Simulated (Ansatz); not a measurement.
Zinc-blende AlSb

Computed with r²SCAN+SOC in Ansatz (plane waves, PAW).

Run with plane-wave cutoff 560 eV, 10×10×10 k mesh, Fermi–Dirac smearing 0.01 eV, PAW data made under PBE.

Cell: measured lattice: a = b = c = 6.1355 Å, α = β = γ = 90.00°.

| Item | Result |
|---|---|
| band gap | 1.27 eV (indirect) |
| smallest direct gap on the k points sampled | 2.00 eV |

Measured, for comparison: band gap 1.73 eV (zero-point renormalisation of 35 meV (experimental, the table's column) added back here, indirect; inputs from Miglio et al. (2020), arXiv:2011.12765). Computed (rounded) less measured: band gap -0.46 eV.

Note: cell and atoms aren't relaxed at this level (pressure 1.2 GPa).

Static lattice: no zero-point or thermal effects.

Cost on a shared machine: very roughly 70 core-seconds.

Ansatz is a first-principles code.
